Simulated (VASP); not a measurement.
**BP (zincblende): one GW calculation on PBE orbitals in two programs**

```yaml
crystal:
  lattice:
    - [0.00000, 2.26832, 2.26832]
    - [2.26832, 0.00000, 2.26832]
    - [2.26832, 2.26832, 0.00000]
  atoms:
    - { symbol: B, position: [0.00000, 0.00000, 0.00000] }
    - { symbol: P, position: [0.25000, 0.25000, 0.25000] }
```

Datasets and cutoffs are each program's own. VASP's cell holds 8 valence electrons and Ansatz's 8. Both sum 172 empty bands with a screening cutoff of 220 eV, short of the basis and mesh limit, and the G₀W₀ gap is that of the linearised levels of the first step.

Cutoffs: 500 eV in VASP, 420 eV in Ansatz. k meshes: 6×6×6 and 6×6×6.

```tsv
	VASP	Ansatz
PBE gap on the mesh	1.33 eV	1.33 eV
G₀W₀ gap on the mesh	2.05 eV	2.04 eV
```
